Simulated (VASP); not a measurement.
TePb:

```
CELL_PARAMETERS angstrom
0.00000 3.23100 3.23100
3.23100 0.00000 3.23100
3.23100 3.23100 0.00000
ATOMIC_POSITIONS crystal
Pb 0.00000 0.00000 0.00000
Te 0.50000 0.50000 0.50000
```

```yaml
Program: VASP 6.6.1
Task: relaxation of cell and atoms
Functional: PBE
Potentials_or_basis: VASP PAW PBE potentials, release 54 (Pb, Te)
Cutoff: 580 eV
k_mesh: 7 × 7 × 7
Occupations: fermi-dirac, width 0.05 eV
Spin: no spin polarisation
```

At the start: pressure 2.0 GPa; volume 33.73 Å³/atom.

Question: How do energy, volume and symmetry change on relaxing?

Answer: Over 3 steps the energy falls by 9.3 meV/atom and the volume is 35.29 Å³/atom (+4.6 %); space group Fm-3m (No. 225, to 0.05 Å).

Step by step:
```
step  energy change (eV)  largest force (eV/Å)  pressure (GPa)  volume (Å³)
   1              0.0000                0.0000            1.99        67.46
   2             -0.0167                0.0000           -0.57        71.64
   3             -0.0186                0.0000            0.01        70.57
```

Final structure:
```
CELL_PARAMETERS angstrom
0.00000 3.27998 3.27998
3.27998 0.00000 3.27998
3.27998 3.27998 0.00000
ATOMIC_POSITIONS crystal
Pb 0.00000 0.00000 0.00000
Te 0.50000 0.50000 0.50000
```
